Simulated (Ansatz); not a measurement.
## Structure types of Tl at zero pressure (relativity switched off)

Structure types of Tl are relaxed in primitive cells with their symmetry kept at 0 GPa, first on PAW files, then by LAPW. The enthalpy is E + pV at zero temperature, without zero-point motion. Only the types listed were tried, and differences under about 5 meV/atom are mesh noise. Not among the end structures: fcc, which may lie lower.

All numbers are PBE results (non-relativistic) from Ansatz 0.2.0, with Fermi–Dirac smearing of 0.05 eV, no spin polarisation. Methods: LAPW: all electrons, basis error target 0.5 meV/atom.

k meshes: bcc 15×15×15, hcp 13×13×7, sc 13×13×13, diamond 11×11×11.

Problem. Order the types by LAPW enthalpy, lowest first.
A. diamond
B. hcp
C. sc
D. bcc

Solution. B (0 meV/atom), D (5 meV/atom), C (75 meV/atom), A (327 meV/atom).

```
start type         ends as          a, b, c (Å)  V (Å³/atom)  H − H(lowest), LAPW (meV/atom)
       bcc      bcc, Im-3m  4.019, 4.019, 4.019        32.45                             5.3
       hcp   hcp, P6_3/mmc  3.620, 3.620, 5.706        32.38                             0.0
        sc       sc, Pm-3m  3.257, 3.257, 3.257        34.54                            75.4
   diamond  diamond, Fd-3m  7.139, 7.139, 7.139        45.47                           327.2
```
